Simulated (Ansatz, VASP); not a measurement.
## Li2O in VASP and in Ansatz

```xyz
3
Lattice="0.0000 2.3130 2.3130 2.3130 0.0000 2.3130 2.3130 2.3130 0.0000" Properties=species:S:1:pos:R:3 pbc="T T T"
Li    1.1565    1.1565    1.1565
Li    3.4695    3.4695    3.4695
O     0.0000    0.0000    0.0000
```

Alike in both runs: functional PBE; k mesh 8 × 8 × 8; occupations gaussian, width 0.02 eV; no spin polarisation.

Ansatz relaxed the structure, and its values are those at the end. VASP's run is a single point on that final structure, the one shown.

|  | VASP | Ansatz |
| --- | --- | --- |
| version | VASP 6.6.1 | Ansatz 0.2.0 |
| potentials or method | VASP PAW PBE potentials, release 64 (Li_sv, O) | scalar-relativistic, plane waves, PAW |
| plane-wave cutoff (eV) | 520 | 420 |
| valence electrons in the cell | 12 | 12 |

Ansatz gave:

```
gap on the k mesh at the Fermi level (eV) : 4.98
least direct gap on the mesh (eV)         : 5.24
```

Question: Which values does VASP return?

Answer: gap on the k mesh at the Fermi level (eV): 4.96; least direct gap on the mesh (eV): 5.25.

 As with any semilocal functional, this PBE gap is likely too small. A k mesh can miss the band edges.
